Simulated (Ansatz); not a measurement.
# Two structures of TiTe2 under several functionals

Plane-wave DFT in Ansatz with scalar-relativistic PAW potentials (420 eV, r2SCAN 500 eV). Each structure was relaxed within its symmetry at each level.
A. P4_2/mnm, 6 atoms in the computed cell, a = 6.756 Å, c = 3.768 Å; sites (symmetry × multiplicity) Ti m.mm × 2, Te m.2m × 4
B. P-3m1, 3 atoms in the computed cell, a = 3.769 Å, c = 6.898 Å; sites (symmetry × multiplicity) Ti -3m. × 1, Te 3m. × 2
(cells at PBE)

**Question.** Does the choice of functional change which is lower?

**Answer.**
| level | E(B) − E(A) (meV/atom) | V(A) (Å³/atom) | V(B) (Å³/atom) |
| --- | --- | --- | --- |
| PBE | -122 | 28.67 | 28.29 |
| r2SCAN | -133 | 28.64 | 28.79 |

No: at every level B is lower; the difference varies by 10 meV/atom between levels.